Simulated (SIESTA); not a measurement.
This SIESTA 5.4.2 run on RbCl needs a look.

File RbCl.fdf:

```
SystemName                      RbCl
SystemLabel                     RbCl
NumberOfSpecies                 2
NumberOfAtoms                   2
%block ChemicalSpeciesLabel
  1  37 Rb
  2  17 Cl
%endblock ChemicalSpeciesLabel

LatticeConstant                 1.0 Ang
%block LatticeVectors
     0.0000000000     3.2740000000     3.2740000000
     3.2740000000     0.0000000000     3.2740000000
     3.2740000000     3.2740000000     0.0000000000
%endblock LatticeVectors
AtomicCoordinatesFormat         Ang
%block AtomicCoordinatesAndAtomicSpecies
     0.0000000000     0.0000000000     0.0000000000  1
     3.2740000000     3.2740000000     3.2740000000  2
%endblock AtomicCoordinatesAndAtomicSpecies

%block kgrid.MonkhorstPack
    7   0   0  0.0
    0   7   0  0.0
    0   0   7  0.0
%endblock kgrid.MonkhorstPack
XC.Functional                   GGA
XC.Authors                      PBE0
PAO.BasisSize                   DZP
PAO.EnergyShift                 0.003 Ry
Mesh.Cutoff                     800 Ry
OccupationFunction              FD
ElectronicTemperature           0.05 eV
MaxSCFIterations                100
SCF.MustConverge                false
SCF.Mixer.Method                Pulay
SCF.Mixer.Weight                0.25
SCF.Mixer.History               8
SCF.DM.Tolerance                5.0e-05
SCF.H.Tolerance                 1.0e-03 eV
WriteForces                     true
Charge.Mulliken                 end
%block PAO.Basis
  Rb 5
  n=4 0 2
    4.197 0.000
  n=5 0 2
    9.500 0.000
  n=4 1 2
    5.129 0.000
  n=5 1 1
    9.500
  n=4 2 1
    7.000
%endblock PAO.Basis
```

Potentials or basis: PseudoDojo 0.4 standard (PBE files), DZP (energy shift 0.003 Ry; two zetas on semicore shells; d shell added on Rb).

The run is started by

```bash
$ siesta RbCl.fdf > RbCl.out 2>&1
```

RbCl.out:

```text
Version         : 5.4.2

                           ***********************
                           *  WELCOME TO SIESTA  *
                           ***********************

 NOTE: Siesta V5 introduces some new defaults for basis-set generation
 NOTE: which might lead to slightly different numerical results.
 NOTE: Please see the manual for full details and compatibility measures.

reinit: Reading from file RbCl.fdf

reinit: -----------------------------------------------------------------------
reinit: System Name: RbCl
reinit: -----------------------------------------------------------------------
reinit: System Label: RbCl
reinit: -----------------------------------------------------------------------

initatom: Reading input for the pseudopotentials and atomic orbitals ----------
Species number:   1 Atomic number:   37 Label: Rb
Species number:   2 Atomic number:   17 Label: Cl

Ground state valence configuration (from tables):   5s01  5p00  4d00  4f00
Ground state valence configuration (from tables):   3s02  3p05  3d00  4f00

---- Processing specs for species: Rb
Reading pseudopotential information in PSML from:
[... 649 lines left out ...]
siesta:           0.00025022          0.00025022  Ry/Bohr**3
siesta:           0.02297403          0.02297403  eV/Ang**3
siesta:          36.80845252         36.80845252  kBar

Basis Enthalpy Calculation:
    Basis Pressure for species 1(Rb) :      0.2000000 GPa
    Basis Pressure for species 2(Cl) :      0.2000000 GPa

    Orbital volume contribution        =           2.573061 eV
    (Free)E + p_basis*V_orbitals       =       -1111.534707 eV
    (Free)Eharris+ p_basis*V_orbitals  =       -1111.534707 eV

mulliken: Atomic and Orbital Populations:

Species: Rb
Atom  Qatom  Qorb
               4s      4s      5s      5s      4py     4pz     4px     4py
               4pz     4px     5py     5pz     5px     4dxy    4dyz    4dz2
               4dxz    4dx2-y2
   1  8.746   2.011  -0.006   0.197   0.019   2.070   2.070   2.070  -0.058
             -0.058  -0.058   0.085   0.085   0.085   0.019   0.019   0.088

              0.019   0.088

Species: Cl
Atom  Qatom  Qorb
               3s      3s      3py     3pz     3px     3py     3pz     3px
               3Pdxy   3Pdyz   3Pdz2   3Pdxz   3Pdx2-y2
   2  7.254   1.883  -0.009   2.003   2.003   2.003  -0.214  -0.214  -0.214
              0.001   0.001   0.007   0.001   0.007

mulliken: Qtot =       16.000

Mulliken Atomic Populations:
Atom #   charge [q] valence [e]  Species
     1     0.254321    8.745679  Rb
     2    -0.254321    7.254321  Cl
 Total     0.000000

Job completed
```

How did it end, and where is the flaw?

The run converged. The input holds a flaw that was put in on purpose: hybrid's name, of which only the semilocal part is applied (XC.Mix = left out; XC.Functional = GGA; XC.Authors = PBE0). The program doesn't stop on it, so the numbers can't be trusted though the run ends normally.
